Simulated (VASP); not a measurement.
# PtSe2 (Sudovikovite) (P-3m1) in VASP: a series of runs, part 3 of 3

VASP 6.6.1.

### 4 Single point, r2SCAN+U (volume scaled by 0.94)

Contents of POSCAR:

```
PtSe2
1.0
    3.6479786689      0.0000000000      0.0000000000
   -1.8239893344      3.1592421997      0.0000000000
    0.0000000000      0.0000000000      4.9586648823
Pt Se
1 2
Direct
    0.0000000000      0.0000000000      0.0000000000
    0.6666666667      0.3333333333      0.7500000000
    0.3333333333      0.6666666667      0.2500000000
```

Contents of INCAR.step1:

```
SYSTEM = PtSe2
PREC = Accurate
ENCUT = 520
ISMEAR = -1
SIGMA = 0.05
LREAL = .FALSE.
LASPH = .TRUE.
NELM = 150
LMAXMIX = 4
LDAU = .TRUE.
LDAUTYPE = 2
LDAUL = 2 -1
LDAUU = 6 0
LDAUJ = 0 0
NBANDS = 18
GGA = PE
ALGO = Normal
EDIFF = 1E-4
LWAVE = .TRUE.
LCHARG = .FALSE.
```

Contents of INCAR.step2:

```
SYSTEM = PtSe2
PREC = Accurate
ENCUT = 520
EDIFF = 1E-6
ISMEAR = -1
SIGMA = 0.05
LREAL = .FALSE.
LASPH = .TRUE.
NELM = 150
ALGO = Normal
ISIF = 2
LWAVE = .FALSE.
LCHARG = .TRUE.
LMAXMIX = 4
LDAU = .TRUE.
LDAUTYPE = 2
LDAUL = 2 -1
LDAUU = 6 0
LDAUJ = 0 0
LDAUPRINT = 1
METAGGA = R2SCAN
LMIXTAU = .TRUE.
LELF = .TRUE.
LVHAR = .TRUE.
NBANDS = 18
ISTART = 1
```

Contents of KPOINTS:

```
Automatic mesh
0
G
  8 8 5
  0 0 0
```

Potentials or basis: VASP PAW PBE potentials, release 64 (Pt, Se).

Command:

```console
> cat potpaw_PBE.64/Pt/POTCAR potpaw_PBE.64/Se/POTCAR > POTCAR
> cp INCAR.step1 INCAR
> mpirun -np 1 vasp_std > vasp.out
> cp INCAR.step2 INCAR
> mpirun -np 1 vasp_std > vasp.out
```

OUTCAR:

```text
SYSTEM = PtSe2
   PREC = Accurate
   ENCUT = 520
   EDIFF = 1E-6
   ISMEAR = -1
   LREAL = .FALSE.
   LASPH = .TRUE.
   NELM = 150
   ISIF = 2
   METAGGA = R2SCAN
   ISTART = 1

 ion  position               nearest neighbor table
   1  0.000  0.000  0.000-   2 2.44   3 2.44   3 2.44   2 2.44   2 2.44   3 2.44
   2  0.667  0.333  0.750-   1 2.44   1 2.44   1 2.44
   3  0.333  0.667  0.250-   1 2.44   1 2.44   1 2.44

  LATTYP: Found a hexagonal cell.
 ALAT       =     3.6479786689
 C/A-ratio  =     1.3592910848

  Lattice vectors:

 A1 = (   3.6479786689,   0.0000000000,   0.0000000000)
 A2 = (  -1.8239893344,   3.1592421997,   0.0000000000)
 A3 = (   0.0000000000,   0.0000000000,   4.9586648823)

Analysis of symmetry for initial positions (statically):
=====================================================================
 Subroutine PRICEL returns:
 Original cell was already a primitive cell.

 Routine SETGRP: Setting up the symmetry group for a
 hexagonal supercell.

 Subroutine GETGRP returns: Found 12 space group operations
 (whereof 12 operations were pure point group operations)
[... 198 lines left out ...]
  ext. energy  EPLUGINS =         0.00000000
  ---------------------------------------------------
  free energy    TOTEN  =       -77.40087409 eV

  energy without entropy =      -77.39472881  energy(sigma->0) =      -77.39780145

 E-fermi :   7.0260     XC(G=0): -11.5618

 val. band max:        6.9176289353   @ k =   0.1250   0.0000   0.0000
 cond. band min:       7.0403000331   @ k =   0.3750   0.2500   0.0000
 fundamental gap:      0.1226710978
 Fermi energy:         7.0259852058

 k-point     1 :       0.0000    0.0000    0.0000
  band No.  band energies     occupation
      1      -9.7892      2.00000
      2      -6.4922      2.00000
      3      -1.6690      2.00000
      4      -0.9763      2.00000
      5      -0.9763      2.00000
      6       0.9154      2.00000
[... 481 lines left out ...]
      5       0.2889      2.00000
      6       0.4424      2.00000
[... 10 lines left out ...]
     17      16.0669      0.00000
     18      16.9524      0.00000

 [... further k-points ...]
[... 5 lines left out ...]
  --------------------------------------------------------------------------------------
  -------------------------------------------------------------------------------------
  Total        3.7456323      3.7456323      3.3515088      0.0000000      0.0000000      0.0000000
  in kB      105.0112322    105.0112321     93.9617229      0.0000000      0.0000000      0.0000000
  external PRESSURE =     101.3280624 kB  Pullay stress =       0.0000000 kB

 VOLUME and BASIS-vectors are now :
 -----------------------------------------------------------------------------
  energy-cutoff  :      520.00
  volume of cell :       57.15
      direct lattice vectors                 reciprocal lattice vectors
     3.647978669  0.000000000  0.000000000     0.274124410  0.158265802  0.000000000
    -1.823989334  3.159242200  0.000000000     0.000000000  0.316531604  0.000000000
     0.000000000  0.000000000  4.958664882     0.000000000  0.000000000  0.201667187

 POSITION                                       TOTAL-FORCE (eV/Angst)
 -----------------------------------------------------------------------------------
      0.00000      0.00000      0.00000         0.000000      0.000000     -0.000000
      1.82399      1.05308      3.71900        -0.000000      0.000000     -0.876819
     -0.00000      2.10616      1.23967         0.000000     -0.000000      0.876819
 -----------------------------------------------------------------------------------
    total drift:                               -0.000000     -0.000000     -0.000000

  FREE ENERGIE OF THE ION-ELECTRON SYSTEM (eV)
  ---------------------------------------------------
  free  energy   TOTEN  =       -77.4008740943 eV

  energy  without entropy=      -77.3947288074  energy(sigma->0) =      -77.39780145
```

OUTCAR.step1:

```text
SYSTEM = PtSe2
   PREC = Accurate
   ENCUT = 520
   ISMEAR = -1
   LREAL = .FALSE.
   LASPH = .TRUE.
[... 734 lines left out ...]
      0.00000      0.00000      0.00000        -0.000000      0.000000      0.000000
      1.82399      1.05308      3.71900        -0.000000      0.000000     -1.044027
     -0.00000      2.10616      1.23967         0.000000     -0.000000      1.044027
 -----------------------------------------------------------------------------------
    total drift:                               -0.000000     -0.000000     -0.000000

  FREE ENERGIE OF THE ION-ELECTRON SYSTEM (eV)
  ---------------------------------------------------
  free  energy   TOTEN  =       -10.1733360004 eV

  energy  without entropy=      -10.1658913398  energy(sigma->0) =      -10.16961367
```

Run time: 2.7 min. Hardware: 1 thread of Intel Xeon Platinum 8488C (Sapphire Rapids), shared host; peak memory 0.2 GiB.

Results:

| Property | Result |
| --- | --- |
| Free energy | -77.4009 eV |
| Pressure | 10.1 GPa |
| Largest force | 0.877 eV/Å |
| Band gap on the k mesh | none (metal or under the smearing width) |

Forces on the atoms (eV/Å):
```
Pt   0.000  0.000  0.000
Se   0.000  0.000 -0.877
Se   0.000  0.000  0.877
```

Stress tensor (GPa, compression positive):
```
10.50  0.00  0.00
 0.00 10.50  0.00
 0.00  0.00  9.40
```

Eigenvalues of the final occupation matrices:
| site | spin | trace | eigenvalues |
| --- | --- | --- | --- |
| site 1 d | 1 | 4.32 | 0.74 0.74 0.95 0.95 0.95 |
| site 1 d | 2 | 4.32 | 0.74 0.74 0.95 0.95 0.95 |

Caveat: the PAW data sets were made with another functional, which shifts forces and pressure a little; U without spin polarisation on a metal has little footing. The run has no spin-orbit coupling, so splittings on Pt are missing.

### 5 Single point, PBE

This run uses another cell than the first one, of 20.27 Å³/atom, 0.872 times its volume.

Contents of INCAR:

```
  ALGO = Normal
  EDIFF = 1E-6
  ENCUT = 520
  GGA = PE
  ISIF = 2
  ISMEAR = -1
  LASPH = T
  LCHARG = F
  LREAL = F
  LWAVE = F
  NBANDS = 18
  NELM = 100
  PREC = Accurate
  SIGMA = 0.02
```

Contents of KPOINTS:

```
k-points
0
Gamma
  3 3 2
```

Contents of POSCAR:

```
PtSe2
1.0
    3.7240000000      0.0000000000      0.0000000000
   -1.8620000000      3.2250786037      0.0000000000
    0.0000000000      0.0000000000      5.0620000000
Pt Se
1 2
Direct
    0.0000000000      0.0000000000      0.0000000000
    0.6666666667      0.3333333333      0.7500000000
    0.3333333333      0.6666666667      0.2500000000
```

Command:

```console
> cat potpaw_PBE.64/Pt/POTCAR potpaw_PBE.64/Se/POTCAR > POTCAR
> mpirun -np 1 vasp_std > vasp.out
```

Wall time 6.3 s (1 thread of Intel Xeon Platinum 8488C (Sapphire Rapids), shared host); peak memory 0.17 GiB.

It converged, with:

- Free energy: -14.2699 eV
- Pressure: 7.1 GPa
- Largest force: 0.480 eV/Å
- Band gap on the k mesh: none (metal or under the smearing width)

Forces in eV/Å, atoms in the order of the input:
```
Pt   0.000  0.000  0.000
Se   0.000  0.000 -0.480
Se   0.000  0.000  0.480
```

Stress tensor (GPa, compression positive):
```
7.60 0.00 0.00
0.00 7.60 0.00
0.00 0.00 6.02
```

Levels at points of the mesh, in eV from the Fermi level:
| k point | band 7 | band 8 | band 9 | band 10 | band 11 | band 12 | band 13 | band 14 | band 15 | band 16 |
| --- | --- | --- | --- | --- | --- | --- | --- | --- | --- | --- |
| (0.00, 0.00, 0.00) | -4.01 | -2.58 | -1.08 | -1.08 | 0.36 | 1.46 | 1.46 | 3.59 | 4.21 | 7.28 |
| (0.00, 0.00, 0.50) | -4.04 | -2.99 | -1.73 | -1.52 | -1.52 | 2.31 | 2.31 | 4.80 | 6.33 | 6.75 |

Caveat: the k mesh is coarse (spacing up to 0.65 Å⁻¹), so the values aren't converged.

### 6 Overview

| level | U | cell | k mesh | smearing | exchange at q = 0 | grid for exact exchange (PRECFOCK) | mesh quality | gap on the mesh (eV) | pressure (GPa) | largest force (eV/Å) |
| --- | --- | --- | --- | --- | --- | --- | --- | --- | --- | --- |
| PBE0 | - | P-3m1, 23.25 Å³/atom | 4 × 4 × 3 | fermi-dirac 0.05 eV | truncated | Normal | coarse | 1.58 | -0.3 | 0.03 |
| r2SCAN+U | Pt d U = 6.0 eV | volume scaled by 1.04 | 8 × 8 × 5 | fermi-dirac 0.05 eV | - | - | not flagged | none | -3.3 | 0.30 |
| r2SCAN+U | Pt d U = 6.0 eV | volume scaled by 0.94 | 8 × 8 × 5 | fermi-dirac 0.05 eV | - | - | not flagged | none | 10.1 | 0.88 |
| PBE | - | P-3m1, 20.27 Å³/atom | 3 × 3 × 2 | fermi-dirac 0.02 eV | - | - | coarse | none | 7.1 | 0.48 |

Alike in all rows: task single point; potentials or basis VASP PAW PBE potentials, release 64 (Pt, Se); no spin polarisation; cutoff (eV) 520.

Caveats: some runs use coarse meshes; the PAW data sets were made with another functional, which shifts forces and pressure a little (some runs); U without spin polarisation on a metal has little footing (some runs); spin-orbit coupling is left out, which moves the levels of the heavy elements (some runs); an odd mesh through Γ misses points on the zone boundary, where band edges often lie (some runs); this functional lacks dispersion, which binds the layers, so the pressure and a relaxed spacing across them are unreliable (some runs).

Total energies depend on the potentials used, so only differences within one code and one set of settings carry meaning.
